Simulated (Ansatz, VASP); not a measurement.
## Two plane-wave programs on ZnS (Wurtzite-4H)

Contents of INCAR:

```
SYSTEM = ZnS
ALGO     = Normal         ! electronic algorithm
EDIFF    = 1E-6           ! SCF threshold, eV
ENCUT    = 500            ! plane-wave cutoff, eV
GGA      = PE             ! functional
ISIF     = 2              ! what is computed and relaxed
ISMEAR   = -1             ! smearing method
LASPH    = .TRUE.         ! aspherical terms in the spheres
LCHARG   = .FALSE.        ! write CHGCAR
LREAL    = .FALSE.        ! projectors in reciprocal space
LWAVE    = .FALSE.        ! write WAVECAR
NELM     = 80             ! most SCF steps
PREC     = Accurate       ! precision mode
SIGMA    = 0.05           ! smearing width, eV
```

Contents of KPOINTS:

```
k-points
0
G
  8 8 3
  0 0 0
```

File POSCAR:

```
ZnS
1.0
    3.8227000000      0.0000000000      0.0000000000
   -1.9113500000      3.3105553110      0.0000000000
    0.0000000000      0.0000000000     12.5200000000
Zn S
4 4
Direct
    0.6666666667      0.3333333333      0.7500000000
    0.3333333333      0.6666666667      0.2500000000
    0.0000000000      0.0000000000      0.5000000000
    0.0000000000      0.0000000000      0.0000000000
    0.6666666667      0.3333333333      0.9375000000
    0.3333333333      0.6666666667      0.4375000000
    0.0000000000      0.0000000000      0.6875000000
    0.0000000000      0.0000000000      0.1875000000
```

The input KPOINTS_OPT:

```
path GMKGALHA,LM,KH
10
line-mode
reciprocal
 0.0000000000  0.0000000000  0.0000000000  G
 0.5000000000  0.0000000000  0.0000000000  M

 0.5000000000  0.0000000000  0.0000000000  M
 0.3333333333  0.3333333333  0.0000000000  K

 0.3333333333  0.3333333333  0.0000000000  K
 0.0000000000  0.0000000000  0.0000000000  G

 0.0000000000  0.0000000000  0.0000000000  G
 0.0000000000  0.0000000000  0.5000000000  A

 0.0000000000  0.0000000000  0.5000000000  A
 0.5000000000  0.0000000000  0.5000000000  L

 0.5000000000  0.0000000000  0.5000000000  L
 0.3333333333  0.3333333333  0.5000000000  H

 0.3333333333  0.3333333333  0.5000000000  H
 0.0000000000  0.0000000000  0.5000000000  A

 0.5000000000  0.0000000000  0.5000000000  L
 0.5000000000  0.0000000000  0.0000000000  M

 0.3333333333  0.3333333333  0.0000000000  K
 0.3333333333  0.3333333333  0.5000000000  H
```

The input input.yaml:

```yaml
crystal:
  lattice:
    - [3.8227, 0.0, 0.0]
    - [-1.91135, 3.310555311, 0.0]
    - [0.0, 0.0, 12.52]
  atoms:
    - { symbol: Zn, position: [0.6666666667, 0.3333333333, 0.75] }
    - { symbol: Zn, position: [0.3333333333, 0.6666666667, 0.25] }
    - { symbol: Zn, position: [0.0, 0.0, 0.5] }
    - { symbol: Zn, position: [0.0, 0.0, 0.0] }
    - { symbol: S, position: [0.6666666667, 0.3333333333, 0.9375] }
    - { symbol: S, position: [0.3333333333, 0.6666666667, 0.4375] }
    - { symbol: S, position: [0.0, 0.0, 0.6875] }
    - { symbol: S, position: [0.0, 0.0, 0.1875] }
hamiltonian:
  xc: pbe
  pseudopotentials: { kind: paw }
kpoints:
  mp_grid: { grid: [8, 8, 3] }
  band_path:
    path:
      - [[0.0, 0.0, 0.0], [0.5, 0.0, 0.0], [0.3333333333, 0.3333333333, 0.0], [0.0, 0.0, 0.0], [0.0, 0.0, 0.5], [0.5, 0.0, 0.5], [0.3333333333, 0.3333333333, 0.5], [0.0, 0.0, 0.5]]
      - [[0.5, 0.0, 0.5], [0.5, 0.0, 0.0]]
      - [[0.3333333333, 0.3333333333, 0.0], [0.3333333333, 0.3333333333, 0.5]]
    npoints: 10
scf:
  occupations: { method: fermi_dirac, width: 0.05 }
  n_extra_bands: 20
output:
  forces: true
  stress: true
  eigenvalues: true
  fatbands: false
```

Alike in both runs: task band structure; functional PBE; k mesh 8 × 8 × 3; occupations fermi-dirac, width 0.05 eV; no spin polarisation.

```csv
,VASP,Ansatz
version,VASP 6.6.1,Ansatz 0.2.0
potentials or method,"VASP PAW PBE potentials, release 64 (Zn, S)",Ansatz PAW
plane-wave cutoff (eV),500,420
valence electrons in the cell,72,72
```

VASP gave:

- gap on the k mesh at the Fermi level (eV): 2.13
- least direct gap on the mesh (eV): 2.13
- gap along the band path (eV): 2.13
- pressure (GPa): 1.5
- largest component of the traceless stress (GPa): 0.09
- rms of the force components (eV/Å): 0.015

**Question.** Estimate Ansatz's values.

**Answer.** gap on the k mesh at the Fermi level (eV): 2.13; least direct gap on the mesh (eV): 2.13; gap along the band path (eV): 2.13; pressure (GPa): 1.3; largest component of the traceless stress (GPa): 0.09; rms of the force components (eV/Å): 0.015.

Atom by atom the forces differ by 0.000 eV/Å (rms over components).

A hybrid or GW would open this gap; PBE tends to underestimate it.
